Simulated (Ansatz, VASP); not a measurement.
Si and the effect of the dispersion correction

The cell as given:

Symmetry: Fd-3m, No. 227, cubic system. The conventional cell has a = 5.444 Å, b = 5.444 Å, c = 5.444 Å, α = 90.00°, β = 90.00°, γ = 90.00°. Si (site symmetry -43m) is surrounded by 4 Si at 2.36 Å.

Kept alike: task relaxation of cell and atoms; functional revPBE; k mesh 8 × 8 × 8; occupations fermi-dirac, width 0.05 eV; no spin polarisation. Program: Ansatz, Ansatz PAW, cutoff 420 eV. The mesh is that of the run's cell of 2 atoms. No spin-orbit coupling.

| dispersion correction | band gap (eV) | volume (Å³/atom) |
| --- | --- | --- |
| D3(BJ) | 0.618 | 19.616 |
| D4 | 0.619 | 19.621 |
| none | 0.713 | 20.721 |

Gaps hold for each row's own relaxed cell. The relaxations keep at least the cell's symmetry (Fd-3m). Relaxations stop with a little pressure left, so the last digits of a volume or edge aren't settled. A gap read on the mesh alone can miss an edge between its points. All rows use potentials made for PBE.

Question: What does the dispersion correction change here?

Answer: The band gap runs from 0.618 (D3(BJ)) to 0.713 eV (none). Measured: 1.1 eV (arxiv:1111.5263). Semilocal gaps run low as a rule. The gap moves here only through the cell or the potentials. A twin series (VASP, PBE PAW files Si, 600 eV) moves it by +0.0951 between D3(BJ) and none, against +0.0943 eV here. The volume runs from 19.616 (D3(BJ)) to 20.721 Å³/atom (none). Against no correction: D3(BJ) -5.3 %; D4 -5.3 %. Dispersion terms mostly attract and so lower the volume; the schemes' coefficients and damping set how far. Measured: 20.02 Å³/atom at 293.15 K (arxiv:1010.2317); nearest D3(BJ); D4, 0.40 Å³/atom off. The runs are for a static lattice. A twin series (VASP, PBE PAW files Si, 600 eV) moves it by +1.1036 between D3(BJ) and none, against +1.1041 Å³/atom here.
